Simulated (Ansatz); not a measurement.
**PbS: stress in a strained cell**

PbS is deformed so: equal xy, yz and zx engineering shear strains of +3 %. What stress and forces result, by LAPW, PAW and all-electron datasets made for the crystal?

Computed with Ansatz 0.2.0 (DFT PBEsol, scalar-relativistic, unless a step's input says otherwise).

### 1 The starting structure

Symmetry: C2/m, No. 12, monoclinic system. Conventional cell: a = 5.881 Å, b = 5.800 Å, c = 11.759 Å, α = 90.00°, β = 95.27°, γ = 90.00°. Pb (site symmetry m) is surrounded by 5 S at 2.75 to 2.98 Å. Around S (site symmetry m) lie 5 Pb at 2.75 to 2.98 Å.

As a file:

```
CELL_PARAMETERS angstrom
2.94050 -2.90000 0.00000
2.94050 2.90000 0.00000
-1.08005 0.00000 11.70929
ATOMIC_POSITIONS crystal
Pb 0.77560 0.77560 0.63638
Pb 0.22440 0.22440 0.36362
S 0.26840 0.26840 0.59860
S 0.73160 0.73160 0.40140
```

Atoms are numbered in the order of the input: Pb1, Pb2, S3, S4.

### 2 After the deformation

Space group C2/m before, P-1 after.

### 3 LAPW, all electrons

Input file input.yaml:

```yaml
crystal:
  lattice:
    - [2.897, -2.8558925, 0.0006075]
    - [2.984, 2.9441075, 0.0876075]
    - [-0.90441065, 0.1594386, 11.69308925]
  atoms:
    - { symbol: Pb, position: [0.7756, 0.7756, 0.63638] }
    - { symbol: Pb, position: [0.2244, 0.2244, 0.36362] }
    - { symbol: S, position: [0.2684, 0.2684, 0.5986] }
    - { symbol: S, position: [0.7316, 0.7316, 0.4014] }
kpoints:
  mp_grid: { grid: [7, 7, 3] }
  band_path:
    path:
      - [0.0, 0.0, 0.0]
      - [0.0, 0.0, -0.5]
      - [0.0, 0.5, 0.0]
      - [0.0, 0.0, 0.0]
      - [0.5, 0.0, 0.0]
      - [0.5, 0.5, -0.5]
      - [0.0, 0.0, 0.0]
      - [0.5, 0.5, 0.0]
      - [0.5, 0.0, -0.5]
    npoints: 5
scf:
  occupations: { method: fermi_dirac, width: 0.01 }
hamiltonian:
  xc: pbesol
  pseudopotentials: { kind: all_electron, lapw: { basis_error: 0.0005 } }
output:
  forces: true
  stress: true
  eigenvalues: true
```

Launch:

```sh
$ ansatz run input.yaml --threads 1 --pin off --max-ram 6144MiB --backend cpu --events-out ev --progress --plain --runs-dir out
```

### 4 Frozen-core PAW

Input file input.yaml:

```yaml
crystal:
  lattice:
    - [2.897, -2.8558925, 0.0006075]
    - [2.984, 2.9441075, 0.0876075]
    - [-0.90441065, 0.1594386, 11.69308925]
  atoms:
    - { symbol: Pb, position: [0.7756, 0.7756, 0.63638] }
    - { symbol: Pb, position: [0.2244, 0.2244, 0.36362] }
    - { symbol: S, position: [0.2684, 0.2684, 0.5986] }
    - { symbol: S, position: [0.7316, 0.7316, 0.4014] }
kpoints:
  mp_grid: { grid: [7, 7, 3] }
scf:
  occupations: { method: fermi_dirac, width: 0.01 }
hamiltonian:
  xc: pbesol
  pseudopotentials: { kind: paw }
output:
  forces: true
  stress: true
  eigenvalues: true
  efg: { contact_densities: true }
```

### 5 Datasets made for this crystal

Edit input.yaml of step 4 so:

```diff
@@ -16,3 +16,3 @@
   xc: pbesol
-  pseudopotentials: { kind: paw }
+  pseudopotentials: { kind: all_electron, datasets: crystal }
 output:
```

(Steps that only read results are left out.)

**Question.** What will these runs give? Wanted: pressure; largest shear or deviatoric stress.

The runs gave:

```
                                 quantity                                              value
                                 pressure  LAPW -1.07, PAW -1.07, crystal datasets -1.07 GPa
largest shear or deviatoric stress (LAPW)                                           1.02 GPa
```

In words: The largest part of the stress beyond the pressure is 1.02 GPa in size, in the zz component; the atoms are carried along and not relaxed. No run of the undeformed cell stands beside it, so the pressure holds what the given cell had before the change. PAW: stress within 0.01 GPa of LAPW, forces within 1 meV/Å. Crystal datasets: stress within 0.01 GPa of LAPW, forces within 1 meV/Å. Spin-orbit coupling is left out, though the cell holds Pb; in elements this heavy it can shift bands and gaps by tenths of an eV.

These are semilocal Kohn-Sham gaps, which aren't the measured quantity. Such gaps usually fall short of the measured ones; spin-orbit coupling, left out here, narrows gaps with Pb, so the two errors partly cancel.
